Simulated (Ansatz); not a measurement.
# Ge: the cost of one run

Method: DFT PBEsol, scalar-relativistic, plane waves, PAW, in Ansatz 0.2.0.

1 further run of the same task is left out (set aside as unsound or not needed).

### 1 Starting point

Symmetry: Fd-3m, No. 227, cubic system. The conventional cell has a = 6.491 Å, b = 6.491 Å, c = 6.491 Å, α = 90.00°, β = 90.00°, γ = 90.00°. Around Sn (site symmetry -43m) lie 4 Sn at 2.81 Å.

Coordinates:

```cif
data_structure
_symmetry_space_group_name_H-M 'Fd-3m:1'
_symmetry_Int_Tables_number 227
_cell_length_a 6.4912
_cell_length_b 6.4912
_cell_length_c 6.4912
_cell_angle_alpha 90.000
_cell_angle_beta 90.000
_cell_angle_gamma 90.000
_cell_volume 273.51
loop_
_atom_site_label
_atom_site_type_symbol
_atom_site_symmetry_multiplicity
_atom_site_Wyckoff_symbol
_atom_site_fract_x
_atom_site_fract_y
_atom_site_fract_z
_atom_site_occupancy
Sn1 Sn 8 a 0.50000 0.00000 0.50000 1
```

The structure comes from the Crystallography Open Database.

### 2 Substitution of an element, cell strained: Sn → Ge, first probe

Against the listed cell: Ge takes all sites of Sn, and lengths are scaled by 0.918 as a first guess of the size; strain xx, yy, zz, yz, xz, xy = +2.8, +2.8, +2.8, +0.0, +0.0, +0.0 %.

Contents of input.yaml:

```yaml
crystal:
  lattice:
    - [0.0, 3.0641784319, 3.0641784319]
    - [3.0641784319, 0.0, 3.0641784319]
    - [3.0641784319, 3.0641784319, 0.0]
  atoms:
    - { symbol: Ge, position: [0.5, 0.5, 0.5] }
    - { symbol: Ge, position: [0.75, 0.75, 0.75] }
basis:
  ecutwfc: 420
kpoints:
  mp_grid: { grid: [6, 6, 6] }
hamiltonian:
  xc: pbesol
scf:
  occupations: { method: gaussian, width: 0.1 }
output:
  forces: true
  stress: true
  eigenvalues: true
```

**Question.** How long does this run take on 1 thread of an Arm CPU, shared host, and how much memory does it need?

About 1 s, with a peak of 0.28 GiB.
